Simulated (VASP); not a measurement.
The system is Sn.

```
Sn
1.0
    -2.94014    2.94014    1.59930
     2.94014   -2.94014    1.59930
     2.94014    2.94014   -1.59930
Sn
2
Direct
  0.00000 0.00000 0.00000
  0.75000 0.25000 0.50000
```

| Property | Result |
| --- | --- |
| Program | VASP 6.6.1 |
| Task | relaxation of cell and atoms |
| Functional | BEEF-vdW |
| Potentials or basis | VASP PAW PBE potentials, release 54 (Sn_d) |
| Cutoff | 600 eV |
| k mesh | 9 × 9 × 9 |
| Occupations | methfessel-paxton, width 0.2 eV |
| Spin | no spin polarisation |

At the start: pressure 2.9 GPa; volume 27.65 Å³/atom.

Problem. Where does the relaxation end?

Solution. Over 4 steps the energy falls by 14.7 meV/atom and the volume is 29.35 Å³/atom (+6.2 %); space group I4_1/amd (No. 141, to 0.05 Å).

Step by step:
```tsv
step	energy change (eV)	largest force (eV/Å)	pressure (GPa)	volume (Å³)
1	0.0000	0.0000	2.88	55.30
2	-0.0277	0.0000	-0.59	59.58
3	-0.0293	0.0000	-0.05	58.78
4	-0.0293	0.0000	0.00	58.71
```

Final structure:
```yaml
crystal:
  lattice:
    - [-3.00209, 3.00209, 1.62843]
    - [3.00209, -3.00209, 1.62843]
    - [3.00209, 3.00209, -1.62843]
  atoms:
    - { symbol: Sn, position: [0.00000, 0.00000, 0.00000] }
    - { symbol: Sn, position: [0.75000, 0.25000, 0.50000] }
```

Caveat: the PAW data sets were made with another functional, which shifts forces and pressure a little.
